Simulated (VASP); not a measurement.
The system is Cu.

```xyz
2
Lattice="3.0184 0.0000 0.0000 -1.5092 2.6140 0.0000 0.0000 0.0000 4.9021" Properties=species:S:1:pos:R:3 pbc="T T T"
Cu    0.0000    1.7427    1.2255
Cu    1.5092    0.8713    3.6766
```

The cell was built by a generator and needn't be a form met in nature.

| Property | Result |
| --- | --- |
| Program | VASP 6.6.1 |
| Task | relaxation of cell and atoms |
| Functional | PBE |
| Potentials or basis | VASP PAW PBE potentials, release 64 (Cu) |
| Cutoff | 600 eV |
| k mesh | 13 × 13 × 7 |
| Occupations | gaussian, width 0.1639 eV |
| Spin | no spin polarisation |

At the start: pressure -19.3 GPa; volume 19.34 Å³/atom.

Where does the relaxation end?

Over 18 steps the energy falls by 728.4 meV/atom and the volume is 12.02 Å³/atom (-37.8 %); space group P6_3/mmc (No. 194, to 0.05 Å).

The path:
```csv
step,energy change (eV),largest force (eV/Å),pressure (GPa),volume (Å³)
1,0.0000,0.0000,-19.35,38.68
2,12.0955,0.0012,45.50,27.02
3,-0.5840,0.0000,-20.20,33.94
4,-0.8969,0.0000,-18.82,31.34
5,-1.1397,0.0000,-16.17,29.13
6,-1.2421,0.0000,-13.83,28.06
7,-1.2874,0.0000,-12.13,27.54
8,-1.3084,0.0000,-12.04,27.28
9,-1.4198,0.0000,-6.66,25.54
10,-1.4482,0.0000,-1.11,24.73
11,-1.4515,0.0000,-2.34,24.57
12,-1.4558,0.0000,0.13,24.25
13,-1.4553,0.0000,-1.60,24.31
14,-1.4568,0.0000,0.77,24.02
15,-1.4567,0.0000,-0.25,24.07
16,-1.4567,0.0000,-0.28,24.06
17,-1.4567,0.0000,0.25,24.04
18,-1.4567,0.0000,-0.04,24.05
```

Final structure:
```
CELL_PARAMETERS angstrom
2.56189 0.00000 0.00000
-1.28095 2.21867 0.00000
0.00000 0.00000 4.23035
ATOMIC_POSITIONS crystal
Cu 0.33333 0.66667 0.25000
Cu 0.66666 0.33333 0.75000
```

Caveat: the volume moved by over 15 % at a fixed basis, so the end points are rough.
